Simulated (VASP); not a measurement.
PtS2:

```
Pt S
1.0
     3.54320    0.00000    0.00000
    -1.77160    3.06850    0.00000
     0.00000    0.00000    5.03880
Pt S
1 2
Direct
  0.00000 0.00000 0.00000
  0.66667 0.33333 0.77300
  0.33333 0.66667 0.22700
```

Base run:

| Quantity | Value |
| --- | --- |
| Program | VASP 6.6.1 |
| Functional | PBEsol |
| Potentials or basis | VASP PAW PBE potentials, release 64 (Pt, S) |
| Cutoff | 520 eV |
| k mesh | 9 × 9 × 5 |
| Occupations | fermi-dirac, width 0.05 eV |
| Spin | no spin polarisation |

Its results: band gap on the k mesh 0.96 eV, indirect (least direct gap 1.00 eV); pressure 6.1 GPa; largest force 0.930 eV/Å.

Problem. The run is repeated on the same cell with these changes: functional from PBEsol to SCAN. What comes out?

Solution. Band gap on the k mesh 1.30 eV, indirect (least direct gap 1.36 eV); pressure 5.6 GPa; largest force 0.862 eV/Å.

SCAN gives the wider gap, since meta-GGAs in the generalised Kohn-Sham scheme recover part of the derivative discontinuity.

Caveats: the PAW data sets were made with another functional, which shifts forces and pressure a little; spin-orbit coupling is left out, which moves the levels of the heavy elements; an odd mesh through Γ misses points on the zone boundary, where band edges often lie (some runs).

Not every run made on this cell is shown here.
